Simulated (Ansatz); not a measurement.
The system is VO2.

```
V O
1.0
     4.50720    0.00000    0.00000
     0.00000    4.50720    0.00000
     0.00000    0.00000    3.04445
V O
2 4
Direct
  0.50000 0.50000 0.50000
  0.00000 0.00000 0.00000
  0.20036 0.79964 0.50000
  0.79964 0.20036 0.50000
  0.70036 0.70036 0.00000
  0.29964 0.29964 0.00000
```

The cell is a database's computed one.

Base run:

```yaml
Program: Ansatz 0.2.0
Functional: BPBE
Potentials_or_basis: Ansatz PAW
Cutoff: "420 eV (not typed: the program's choice for these potentials)"
k_mesh: 6 × 6 × 9
Occupations: fermi-dirac, width 0.05 eV
Spin: collinear spin, ferromagnetic start
Starting_moments: "[2.0, 2.0, 0.0, 0.0, 0.0, 0.0] μB"
```

Its results: band gap on the k mesh none (metal or under the smearing width); pressure -9.2 GPa; net moment 2.00 μB per cell; site moments V +0.86; O -0.07 μB; largest force 0.239 eV/Å.

Problem. The run is repeated on the same cell with these changes: functional from BPBE to exchange-only PBE. What comes out?

Solution. Band gap on the k mesh none (metal or under the smearing width); pressure 11.6 GPa; net moment 2.00 μB per cell; site moments V +0.90; O -0.09 μB; largest force 0.137 eV/Å.

Caveats: semilocal functionals often make such compounds metallic where correlation or magnetic order opens a gap, which also shifts bond lengths; the PAW data sets come from PBE, with cores solved anew for the run's functional, which leaves a small shift of forces and pressure.
